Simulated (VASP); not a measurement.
Wanted: the native input for a VASP 6.6.1 run.

* Task: single point
* Functional: PBE
* Potentials or basis: VASP PAW PBE potentials, release 64 (W_sv)
* Cutoff: 520 eV
* k mesh: 36 × 36 × 36
* Occupations: fermi-dirac, width 0.1 eV
* Spin: non-collinear spin, zero start, spin-orbit coupling
* Starting moments: [[0.0, 0.0, 0.0]] μB
* Further INCAR settings: ALGO = Fast; EDIFF = 1e-06

The structure of W lies in POSCAR:

```
W
1.0
   -1.5825000000      1.5825000000      1.5825000000
    1.5825000000     -1.5825000000      1.5825000000
    1.5825000000      1.5825000000     -1.5825000000
W
1
Direct
    0.0000000000      0.0000000000      0.0000000000
```

These files were run (other wordings do the same):

INCAR

```
SYSTEM = W
ALGO     = Fast           ! electronic algorithm
EDIFF    = 1E-6           ! SCF threshold, eV
ENCUT    = 520            ! plane-wave cutoff, eV
GGA      = PE             ! functional
GGA_COMPAT= .False.      
ISIF     = 2              ! what is computed and relaxed
ISMEAR   = -1             ! smearing method
LASPH    = .True.         ! aspherical terms in the spheres
LCHARG   = .False.        ! write CHGCAR
LMAXMIX  = 4              ! l up to which the mixer works
LORBIT   = 11             ! projections on sites
LREAL    = .False.        ! projectors in reciprocal space
LSORBIT  = .True.         ! spin-orbit coupling
LWAVE    = .False.        ! write WAVECAR
MAGMOM   = 0 0 0          ! initial moments
NELM     = 60             ! most SCF steps
PREC     = Accurate       ! precision mode
SIGMA    = 0.1            ! smearing width, eV
```

KPOINTS

```
k-points
0
Gamma
  36 36 36
  0 0 0
```

Potentials or basis: VASP PAW PBE potentials, release 64 (W_sv).

Command:

```console
$ cat potpaw_PBE.64/W_sv/POTCAR > POTCAR
$ mpirun -np 1 vasp_ncl > vasp.out
```

Results of the run:

```json
{"Pressure": "7.1 GPa", "Net moment": "0.00 μB per cell", "Valence electrons inside the program's atomic spheres": "W 12.11"}
```

Wall time 6.9 min on 1 thread of Intel(R) Xeon(R) 6975P-C (Granite Rapids), on a shared host, peak memory 0.62 GiB.
